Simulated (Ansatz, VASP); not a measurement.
Zn: VASP beside Ansatz

File INCAR:

```
SYSTEM = Zn
PREC = Accurate ; ENCUT = 600
EDIFF = 1E-6 ; ISMEAR = -1
SIGMA = 0.05 ; LREAL = .False.
LASPH = .True. ; NELM = 100
ALGO = Fast ; ISIF = 3
LWAVE = .False. ; LCHARG = .False.
GGA = PS ; IVDW = 13
IBRION = 2 ; NSW = 60
EDIFFG = -0.01
```

Contents of KPOINTS:

```
regular mesh
0
Gamma
  12 12 12
  0 0 0
```

POSCAR

```
Zn
1.0
    0.0000000000      1.9647760000      1.9647760000
    1.9647760000      0.0000000000      1.9647760000
    1.9647760000      1.9647760000      0.0000000000
Zn
1
Direct
    0.0000000000      0.0000000000      0.0000000000
```

File input.yaml:

```yaml
crystal:
  lattice:
    - [0.0, 1.964776, 1.964776]
    - [1.964776, 0.0, 1.964776]
    - [1.964776, 1.964776, 0.0]
  atoms:
    - { symbol: Zn, position: [0.0, 0.0, 0.0] }
hamiltonian:
  xc: pbesol
  pseudopotentials: { kind: paw }
  dispersion: d4
kpoints:
  mp_grid: { grid: [12, 12, 12] }
scf:
  occupations: { method: fermi_dirac, width: 0.05 }
output:
  forces: true
  stress: true
  eigenvalues: true
relax:
  f_tol: 0.01
  max_steps: 40
  cell: { stress_tol: 0.05 }
```

This isn't the form of Zn at room conditions, which is hcp.

Alike in both runs: task relaxation of cell and atoms; functional PBEsol; dispersion D4; k mesh 12 × 12 × 12; occupations fermi-dirac, width 0.05 eV; no spin polarisation.

```csv
,VASP,Ansatz
version,VASP 6.6.1,Ansatz 0.2.0
potentials or method,"VASP PAW PBE potentials, release 64 (Zn)",Ansatz PAW
plane-wave cutoff (eV),600,420
valence electrons in the cell,12,12
```

Ansatz gave:

```
gap on the k mesh at the Fermi level, each at its own relaxed structure (eV) : none
relaxed volume (Å³/atom)                                                     : 13.77
relaxed cell length with the largest relative difference (Å)                 : 2.690
energy change over the relaxation (meV/atom)                                 : -34
```

Problem. Estimate VASP's values.

Solution. gap on the k mesh at the Fermi level, each at its own relaxed structure (eV): none; relaxed volume (Å³/atom): 13.85; relaxed cell length with the largest relative difference (Å): 2.696; energy change over the relaxation (meV/atom): -31.

A gap of «none» marks a metal or a gap that the smearing closes.

Caveats: pairwise dispersion overbinds metals, which lowers pressure and volume; the PAW data sets were made with another functional, which shifts forces and pressure a little (VASP); the plane-wave basis is chosen anew once the cell has moved, so the energies of steps on either side of that aren't comparable (Ansatz); the PAW data sets come from PBE, with cores solved anew for the run's functional, which leaves a small shift of forces and pressure (Ansatz).
